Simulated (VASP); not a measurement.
Input of a VASP 6.6.1 run:

The input INCAR:

```
PREC = Accurate
ENCUT = 520
EDIFF = 1E-6
ISMEAR = 0
SIGMA = 0.01
LREAL = False
LASPH = True
NELM = 60
ALGO = Normal
ISIF = 2
LWAVE = False
LCHARG = False
GGA = PE
NBANDS = 18
```

The input KPOINTS:

```
Automatic mesh
0
Gamma
  12 12 12
```

File POSCAR:

```
Yb
1.0
    0.0000000000      2.6117894455      2.6117894455
    2.6117894455      0.0000000000      2.6117894455
    2.6117894455      2.6117894455      0.0000000000
Yb
1
Direct
    0.0000000000      0.0000000000      0.0000000000
```

Potentials or basis: VASP PAW PBE potentials, release 64 (Yb).

Launch:

```sh
$ cat potpaw_PBE.64/Yb/POTCAR > POTCAR
$ mpirun -np 1 vasp_std > vasp.out
```

Task: Estimate the pressure.

Result: -0.2 GPa.

Task: Estimate the band gap on the k mesh.

Result: 0.03 eV, indirect (least direct gap 0.06 eV).

Caveat: spin-orbit coupling is left out, which moves the levels of the heavy elements. Spin polarisation is off, so any magnetic state and its effect on volume and gap are missing.
